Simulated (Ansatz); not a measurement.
# Symmetry broken, then relaxed in Au

Computed with DFT PBE, scalar-relativistic, plane waves, PAW in Ansatz 0.2.0. Settings: plane waves to 420 eV, k-mesh 14×14×8 (Γ-centred), Gaussian smearing 0.15 eV. Spin–orbit coupling is left out, which can shift energies with elements as heavy as these. No spin polarisation. Energies are free energies at this smearing, counted from the undisturbed cell; pressure is positive in compression.

Reference structure (relaxed at this level; this form isn't the usual structure):

```
CELL_PARAMETERS angstrom
1.43271 -2.57038 0.00000
1.43271 2.57038 0.00000
0.00000 0.00000 4.89213
ATOMIC_POSITIONS crystal
Au 0.66395 0.33605 0.25000
Au 0.33605 0.66395 0.75000
```

The atoms are displaced (Å, in the unstrained cell):

```tsv
atom	ux	uy	uz
Au1	-0.024	0.028	0.012
Au2	0.024	-0.028	-0.012
```

Cell and atoms are then relaxed.

Question: Does the relaxation return to the undisturbed structure?

Answer: Yes (up to a choice of domain or origin): same space group and volume, and an energy 0.0 meV/atom from it. The disturbance itself cost 1.4 meV/atom. The final space group reads Cmcm (tolerance 0.05 Å) and the volume changes by -0.02 %.

Final structure:

```xyz
2
Lattice="1.4305 -2.5749 0.0000 1.4332 2.5764 0.0000 0.0001 0.0000 4.8844" Properties=species:S:1:pos:R:3 pbc="T T T"
Au    1.4293   -0.8380    1.2211
Au    1.4345    0.8395    3.6633
```

The relaxation, step by step (energy from the first step; small jumps at an unchanged geometry come where the plane waves are selected anew for the new cell):

```
step  ΔE (meV/atom) largest force component (eV/Å) pressure (GPa)
   1            0.0                           0.151            0.04
   2            1.5                           0.268            0.26
   3           -1.2                           0.013           -0.11
   4           -1.3                           0.013            0.04
   5           -1.4                           0.001           -0.01
   6           -1.4                           0.001           -0.01
```

Frames along the relaxation (Å, eV/Å):

```xyz
2
Lattice="1.433 -2.570 0.000 1.433 2.570 0.000 0.000 0.000 4.892" Properties=species:S:1:pos:R:3:forces:R:3 pbc="T T T" step=1
Au    1.409   -0.815    1.235    0.012   -0.026   -0.151
Au    1.456    0.815    3.657   -0.012    0.026    0.151
2
Lattice="1.430 -2.573 0.001 1.433 2.575 -0.001 0.002 -0.002 4.884" Properties=species:S:1:pos:R:3:forces:R:3 pbc="T T T" step=2
Au    1.416   -0.830    1.201    0.010   -0.008    0.268
Au    1.449    0.830    3.685   -0.010    0.008   -0.268
2
Lattice="1.431 -2.573 0.000 1.434 2.574 0.000 0.001 0.000 4.891" Properties=species:S:1:pos:R:3:forces:R:3 pbc="T T T" step=3
Au    1.416   -0.826    1.222    0.009   -0.013    0.008
Au    1.450    0.827    3.669   -0.009    0.013   -0.008
2
Lattice="1.430 -2.573 0.000 1.433 2.575 0.000 0.000 0.000 4.887" Properties=species:S:1:pos:R:3:forces:R:3 pbc="T T T" step=4
Au    1.419   -0.831    1.221    0.007   -0.007    0.013
Au    1.445    0.832    3.666   -0.007    0.007   -0.013
2
Lattice="1.430 -2.575 0.000 1.433 2.576 0.000 0.000 0.000 4.884" Properties=species:S:1:pos:R:3:forces:R:3 pbc="T T T" step=5
Au    1.429   -0.838    1.221    0.001    0.000    0.000
Au    1.434    0.839    3.663   -0.001    0.000    0.000
2
Lattice="1.430 -2.575 0.000 1.433 2.576 0.000 0.000 0.000 4.884" Properties=species:S:1:pos:R:3:forces:R:3 pbc="T T T" step=6
Au    1.429   -0.838    1.221    0.001    0.000    0.000
Au    1.434    0.839    3.663   -0.001    0.000    0.000
```

Cost: 3 runs of about 3.5 core-minutes in all, on Arm Neoverse V2 (shared hosts).